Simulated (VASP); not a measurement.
Write the native input for VASP 6.6.1 that does the following.

| Quantity | Value |
| --- | --- |
| Task | single point |
| Functional | PBEsol |
| Potentials or basis | VASP PAW PBE potentials, release 64 (Pt) |
| Cutoff | 520 eV |
| k mesh | 14 × 10 × 1 |
| Occupations | methfessel-paxton, width 0.1 eV |
| Spin | no spin polarisation |
| Dipole correction | yes |
| Further INCAR settings | ALGO = Fast; EDIFF = 1e-07; NBANDS = 61 |

The structure of Pt lies in POSCAR:

```
Pt
1.0
    2.7689424700      0.0000000000      0.0000000000
    0.0000000000      3.9158760000      0.0000000000
    0.0000000000      0.0000000000     27.4602411300
Pt
10
Direct
    0.5000000000      0.5000000000      0.2731221500
    0.0000000000      0.0000000000      0.3235394500
    0.5000000000      0.5000000000      0.3739567500
    0.0000000000      0.0000000000      0.4243740500
    0.5000000000      0.5000000000      0.4747913500
    0.0000000000      0.0000000000      0.5252086500
    0.5000000000      0.5000000000      0.5756259500
    0.0000000000      0.0000000000      0.6260432500
    0.5000000000      0.5000000000      0.6764605500
    0.0000000000      0.0000000000      0.7268778500
```

The slab is cut from a database's or a generator's crystal, which needn't be the stable form of the element.

The input as run:

INCAR

```
SYSTEM = Pt
ALGO = Fast ; DIPOL = 0.5 0.5 0.500
EDIFF = 1E-7 ; ENCUT = 520
GGA = PS ; ICORELEVEL = 1
IDIPOL = 3 ; ISIF = 2
ISMEAR = 1 ; KPAR = 4
LASPH = .True. ; LCHARG = .False.
LDIPOL = .True. ; LREAL = .False.
LVACPOTAV = .True. ; LVHAR = .True.
LWAVE = .False. ; NBANDS = 61
NELM = 80 ; PREC = Accurate
SIGMA = 0.1
```

KPOINTS

```
k-points
0
Gamma
  14 10 1
  0 0 0
```

Potentials or basis: VASP PAW PBE potentials, release 64 (Pt).

Launch:

```console
$ cat potpaw_PBE.64/Pt/POTCAR > POTCAR
$ mpirun -np 4 vasp_std > vasp.out
```

Results of the run:

| Quantity | Value |
| --- | --- |
| Largest force | 1.015 eV/Å |
| Band gap on the k mesh | none (metal or under the smearing width) |
| Work function of the upper face | 5.38 eV |
| Work function of the lower face | 5.38 eV |

Caveat: the PAW data sets were made with another functional, which shifts forces and pressure a little.

Wall time 5 min on 4 MPI ranks on Intel(R) Xeon(R) 6975P-C (Granite Rapids), on a shared host, peak memory 0.77 GiB a rank.
